A crystal of cubic HfO₂ is held at one fixed cell size while the approximation for exchange and correlation is changed. The pressure then shows what each method would do with the cell if it were free. A positive pressure means that the crystal would expand, a negative one that it would shrink. The column "rung" sorts the methods by what they use: LDA only the local density, a GGA also its gradient, a meta-GGA also the kinetic-energy density of the orbitals, and a hybrid a share of exact exchange.

Kohn-Sham DFT of cubic HfO₂ (Fm-3m, 3-atom cell, 11.15 Å³/atom) in JDFTx, ABINIT and Ansatz, non-magnetic, with a static lattice and the same fixed geometry throughout. The basis column gives the plane-wave cutoff. Pressure is positive in compression, and the Ansatz values leave out the Pulay correction.

```
           method      rung  program                           potentials    basis  spin orbit                k mesh            smearing  pressure (GPa)
              LDA       LDA    JDFTx     PseudoDojo SR LDA 0.4.1 standard  1143 eV          no     9x9x9 3-atom cell  Fermi Dirac 0.05eV         -22.060
              LDA       LDA   ABINIT                     JTH PAW LDA v2.0   626 eV          no     4x4x4 3-atom cell  Fermi Dirac 0.05eV         -19.980
              PBE       GGA   ABINIT                     JTH PAW PBE v2.0   626 eV          no     9x9x9 3-atom cell  Fermi Dirac 0.05eV          -5.800
           PBEsol       GGA    JDFTx  PseudoDojo SR PBEsol 0.4.1 standard  1143 eV          no     9x9x9 3-atom cell  Fermi Dirac 0.05eV         -13.210
           PBEsol       GGA   ABINIT                     JTH PAW PBE v2.0   626 eV          no  12x12x12 3-atom cell  Fermi Dirac 0.05eV         -13.050
           r2SCAN  meta-GGA   ABINIT                     JTH PAW PBE v2.0   762 eV          no     7x7x7 3-atom cell  Fermi Dirac 0.05eV         -12.170
r2SCAN-D3(BJ)+ATM  meta-GGA   Ansatz                           Ansatz PAW   500 eV         yes     9x9x9 3-atom cell           fixed 0eV          -9.850
     HSE03-D3(BJ)    hybrid   Ansatz                           Ansatz PAW   420 eV         yes     5x5x5 3-atom cell  Fermi Dirac 0.05eV         -13.910
```

(a) Does the pressure follow the rungs, and do the differences between functionals stand clear of those between programs?

Solution. Every pressure is negative, so all the methods want a smaller cell than this one, but they disagree strongly on how much smaller. The rung doesn't settle the matter. PBE and PBEsol are both GGAs, and in ABINIT, with the same potentials and cutoff, they lie 7.3 GPa apart. That is slightly more than the 6.9 GPa between LDA and PBEsol in the same program. What counts is how a functional uses the gradient, and not merely that it uses it.

Two functionals were run in two programs each, which gives a measure of the scatter. The PBEsol pair agrees to 0.2 GPa, the LDA pair only to 2.1 GPa. The ABINIT run for LDA has a coarser k mesh, but in an insulator with a gap above 3 eV this is expected to matter little. Potentials and basis are likelier causes, though no run changes one of these alone. Even so, the closest LDA and PBEsol rows are 6.8 GPa apart, so the step from LDA to PBEsol is real on the scale of this scatter. Differences of 1 or 2 GPa between rows with different set-ups don't have that standing.

(b) Why does PBE give the least negative pressure and LDA the most, with PBEsol in between? Estimate the PBEsol pressure from the other two.

Solution. Start from two limits. In a perfectly uniform electron gas there is no gradient, and PBE and PBEsol give the same energy as LDA. In the outer tail of an isolated ion the density is small and falls steeply, and there the gradient correction is strong. A crystal lies between these limits, and its volume decides how near it is to each.

The measure of steepness is the reduced gradient s, which grows with the slope of the density n and shrinks with the density itself:

s ∝ |∇n| / n^(4/3)

Between a hafnium and an oxygen ion the two tails overlap. Their densities add while their slopes partly cancel, so s is low there. Pulling the ions apart undoes this and raises s.

Both GGAs multiply the local exchange energy, which is negative, by a factor F that grows with s. For small s it is

F ≈ 1 + μ s²

where μ is a constant of the functional. A larger s therefore lowers the energy, and since expansion raises s, the gradient term favours expansion. It acts as an outward push on top of LDA and makes the pressure less negative. PBE has a μ of about 0.22. PBEsol has 10/81, or about 0.12, chosen to suit the slowly varying densities of solids, and so it pushes less.

If the push is simply proportional to μ, PBEsol should make a fixed share of the shift from LDA to PBE:

share = (10/81) / 0.22 ≈ 0.56

With the ABINIT pressures P of LDA and PBE this gives

P(PBEsol) ≈ −19.98 + 0.56 × (−5.80 + 19.98) ≈ −12.0 GPa

The calculation gives −13.05 GPa, a value that did not enter the estimate. The simple rule thus places PBEsol about halfway, as computed, and errs by about 1 GPa. That it comes so close is partly luck. The rule ignores that F levels off at large s, and it leaves out correlation, whose gradient term has the opposite sign. In PBE the two gradient terms even cancel where s is small, so the net push has to come from regions where s is larger and exchange wins. There, too, PBE pushes harder, because F rises towards the same ceiling in both functionals but more slowly in PBEsol.

The error shouldn't be read more finely than the LDA pressure allows. With the ABINIT value for LDA the computed share is 0.49, with the JDFTx value it is 0.55. The second lies closer to the estimate, but it combines two programs and is no better as a test. The calculations show the order and the rough halfway position; that the outward push of the gradient term is the cause rests on the argument above. The printed analysis after this text lists these shares and the differences used here.

(c) What can be learned from r2SCAN, its dispersion-corrected version and the hybrid, which crowd around PBEsol or lie between it and PBE?

Solution. In ABINIT, r2SCAN lies only 0.9 GPa above PBEsol, although it stands one rung higher. A meta-GGA isn't tied to one fixed response to s. The kinetic-energy density lets it tell a covalent bond from the weak overlap of closed shells, so it can correct each region differently. Where the density varies slowly, however, r2SCAN is built to recover the same gradient term of exchange as PBEsol, which makes a result near PBEsol plausible. The row still needs a check of its own. Its total energy is only about half that of PBE for the same number of electrons, which is unexplained. A constant offset in the energy would leave the pressure untouched, but a run at a single volume can't show that the offset is constant.

The row with dispersion looks like a contradiction. Dispersion is an attraction between atoms, so adding it should pull the crystal together and make the pressure more negative. Instead, r2SCAN-D3(BJ)+ATM lies 2.3 GPa above plain r2SCAN. The two rows come from different programs with different potentials, and the Ansatz run treats 14 more electrons explicitly, the number in the 4f shell of hafnium. The difference therefore measures a change of set-up as well as of method, and can't be taken as the effect of dispersion.

The hybrid shows how a basis can imitate a physical effect. When a cell expands with a fixed number of plane waves, the basis becomes coarser and the energy rises artificially. The crystal then seems to resist expansion, and the pressure comes out too negative. The Pulay correction removes this error. It is left out of the tabulated pressures of the two Ansatz rows, and for the hybrid, with its low cutoff, it amounts to 0.7 GPa.

With that correction the hybrid moves from 0.9 GPa below the ABINIT PBEsol value to only 0.2 GPa below it. The correction is thus comparable to the whole tabulated distance between the rows. No such correction is given for the ABINIT row, so the smaller distance isn't a comparison on equal terms. Since program, potentials and other settings differ as well, neither distance measures the functionals alone. The hybrid remains far below PBE, on which it is built. Exact exchange replaces part of PBE's exchange and changes with volume in its own way, while dispersion adds an inward pull. Potentials and settings differ from those of the PBE row too, and how much each of these contributes is open.

For practical work, a pressure difference of 1 or 2 GPa between two methods should be credited to the functionals only after both have been run in one program with matched potentials, a converged cutoff and the same k mesh.

Printed output of the fit:

```
Pressure and distance from the PBE row, GPa:
                row  pressure  minus_PBE
                LDA    -22.06     -16.26
                LDA    -19.98     -14.18
                PBE      -5.8          0
             PBEsol    -13.21      -7.41
             PBEsol    -13.05      -7.25
             r2SCAN    -12.17      -6.37
  r2SCAN-D3(BJ)+ATM     -9.85      -4.05
       HSE03-D3(BJ)    -13.91      -8.11
PBE minus PBEsol, both ABINIT, GPa: 7.25
PBEsol minus LDA, both ABINIT, GPa: 6.93
PBEsol minus LDA, both JDFTx, GPa: 8.85
Smallest distance between any LDA and any PBEsol row, GPa: 6.77
Program scatter for LDA, ABINIT minus JDFTx, GPa: 2.08
Program scatter for PBEsol, ABINIT minus JDFTx, GPa: 0.16
r2SCAN minus PBEsol, both ABINIT, GPa: 0.88
r2SCAN-D3 in Ansatz minus r2SCAN in ABINIT, GPa: 2.32
HSE03-D3 minus PBEsol in ABINIT, as tabulated, GPa: -0.86
HSE03-D3 minus PBEsol in ABINIT, with Pulay correction, GPa: -0.1866
Pulay correction of HSE03-D3, GPa: 0.6734
Pulay correction of r2SCAN-D3, GPa: 0.08266
Estimated PBEsol share of the LDA-to-PBE shift, ratio of gradient coefficients: 0.5612
Computed share with the ABINIT LDA row: 0.4887
Computed share with the JDFTx LDA row: 0.5541
```
